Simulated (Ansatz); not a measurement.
Runs of Ansatz 0.2.0 on Ca. Symmetry: I4/mmm, No. 139, tetragonal system. The conventional cell has a = 4.410 Å, b = 4.410 Å, c = 4.392 Å, α = 90.00°, β = 90.00°, γ = 90.00°. Ca (site symmetry 4/mmm) has 8 Ca at 3.81 Å as nearest neighbours. This isn't the form of Ca at room conditions, which is fcc.

```tsv
task	level	potentials or basis	cell	k mesh	cutoff (eV)	smearing	points for each segment of the path	atoms under strain	other keys	gap on the mesh (eV)	pressure (GPa)
projected density of states	r2SCAN0	Ansatz PAW	volume scaled by 1.08	6 × 6 × 6	500	methfessel-paxton 0.05 eV	-	-	-	none	-0.5
ladder of functionals	exchange-only PBE+D3(BJ)	SPMS NC	cell strained at random at fixed volume	7 × 7 × 7	435	fermi-dirac 0.05 eV	-	-	-	none	1.3
single point	PBE+D4	PseudoDojo stringent (PBEsol files)	as given	6 × 6 × 6	925	gaussian 0.02 eV	-	-	hamiltonian.xc = pbe	none	-0.6
band structure	r2SCAN+D3(BJ)-ATM	JTH PAW	cell strained at random at fixed volume	7 × 7 × 7	870	gaussian 0.05 eV	14	-	scf.convergence.dr2_threshold = 1e-06	none	-0.1
ladder of functionals	PBE+D3(BJ)	Ansatz PAW polarizable	cell strained at random at fixed volume	7 × 7 × 7	420	cold 0.025 eV	-	-	-	none	-1.1
projected density of states	r2SCAN0	Ansatz PAW	as given	6 × 6 × 6	500	fermi-dirac 0.01 eV	-	-	-	none	1.0
elastic constants	m-r2SCAN	PseudoDojo stringent (PBE files)	as given	6 × 6 × 6	925	methfessel-paxton 0.01 eV	-	relaxed	-	none	(a)
```

Alike in all rows: no spin polarisation.

Task: Estimate the missing entries.

Result: (a) 0.4.

Caveats: pairwise dispersion overbinds metals, which lowers pressure and volume (some runs); the thresholds are loose for stress (some runs); the potentials were made for another functional, which shifts forces and pressure (some runs); the PAW data sets come from PBE, with cores solved anew for the run's functional, which leaves a small shift of forces and pressure (some runs); the dispersion damping was fitted for another functional or another form of the correction (some runs); the meta-GGA runs on potentials made for a GGA (some runs); the elastic tensor has a negative eigenvalue, so either the cell is unstable as it stands or the mesh is too thin (some runs).

A gap of «none» marks a metal or a gap under the smearing width.
